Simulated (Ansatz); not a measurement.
**A strain series on ZrSe2 (CdI2 type): epitaxial in the xy plane**

ZrSe2, CdI2 type, relaxed with r2SCAN+rVV10 in Ansatz 0.2.0, then strained (epitaxial in the xy plane; changes of length per length, axes as in the cell below) with the atoms relaxed again within the symmetry that is left. Space group P-3m1 (No. 164), trigonal; conventional cell a = 3.788 Å, c = 6.180 Å, 25.60 Å³ an atom. Zr has 6 Se at 2.69 Å; Se has 3 Zr at 2.69 Å. (Simulation; spin polarisation is off.)

```
CELL_PARAMETERS angstrom
3.78811 0.00000 0.00000
-1.89406 3.28060 0.00000
0.00000 0.00000 6.18006
ATOMIC_POSITIONS crystal
Zr 0.00000 0.00000 0.00000
Se 0.33333 0.66667 0.25381
Se 0.66667 0.33333 0.74619
```

Gaps are the least over each mesh (PBE 12×12×4, r2SCAN 12×12×4, HSE06 6×6×4 when unstrained) and the special points, which keep their unstrained names.

```tsv
strain (%)	free normal strain (%)	gap, PBE (eV)	gap, r2SCAN (eV)	gap, HSE06 (eV)	edges, HSE06
0.0	0.00	0.306	0.608	0.953	(-0.047, 0.021, 0) → L
+1.5	-0.75	0.347	0.647	1.004	Γ → L
+3.0	-1.50	0.389	0.687	1.057	Γ → L
```

**Question.** Estimate the row for a strain of +5.0 %.

**Answer.**
```tsv
strain (%)	free normal strain (%)	gap, PBE (eV)	gap, r2SCAN (eV)	gap, HSE06 (eV)	edges, HSE06
+5.0	-2.50	0.447	0.741	1.127	Γ → L
```

Spin-orbit coupling is left out.

Where an edge lies off the special points, it is a point of the mesh or the k point where a search put PBE's edge or least direct gap, reused for the other functionals, whose own edges may lie a little apart.

Coordinates of k points refer to the reciprocal vectors of the primitive cell of the runs.

The meshes of the hybrids are coarse, so their gaps aren't converged to the digits shown.
